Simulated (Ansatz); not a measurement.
Here is the system:

Relaxed AlSb (zinc blende):

```
CELL_PARAMETERS angstrom
      0.00000     3.08862     3.08862
      3.08862     0.00000     3.08862
      3.08862     3.08862     0.00000
ATOMIC_POSITIONS crystal
  Sb 0.75000 0.75000 0.75000
  Al 0.00000 0.00000 0.00000
```

In this cell atom 1 (Sb, nearest neighbour Al at 2.675 Å; its periodic images, 4.4 Å or more away, move with it) is moved by s along Cartesian z, unit vector (0.000, 0.000, 1.000); all other atoms and the cell stay fixed.

Computed with r2SCAN (plane waves to 500 eV, PAW, scalar-relativistic; Ansatz, a quantum-chemistry and plane-wave program). k mesh 11×11×11 (Γ-centred), Fermi-Dirac smearing 0.05 eV. E stands for the smeared free energy. AlSb was relaxed with its symmetry unable to fall. Spin-orbit coupling is left out, though Sb is heavy. ΔE is measured from the undisplaced structure.

The scan covers s from -0.530 to 0.530 Å in 11 points.

Question: Is the energy the same for equal positive and negative displacements?

Answer: Even: the same for both signs. With its periodic images moving along, the atom's site symmetry in this cell is -43m.

Question: What force acts on the atom along the line at s = -0.530 Å?

Answer: 3.43 eV/Å.

Question: What is the force constant k = d²E/ds² of this move at s = 0?

Answer: 8.01 eV/Å².

Question: With two atoms in the cell this is the zone-centre optical mode. What wavenumber follows (transverse: no LO-TO term)?

Answer: 314 cm⁻¹.

(For displaced atoms, the force is minus the slope of the energy, and its curvature is a force constant, which sets phonon frequencies.)
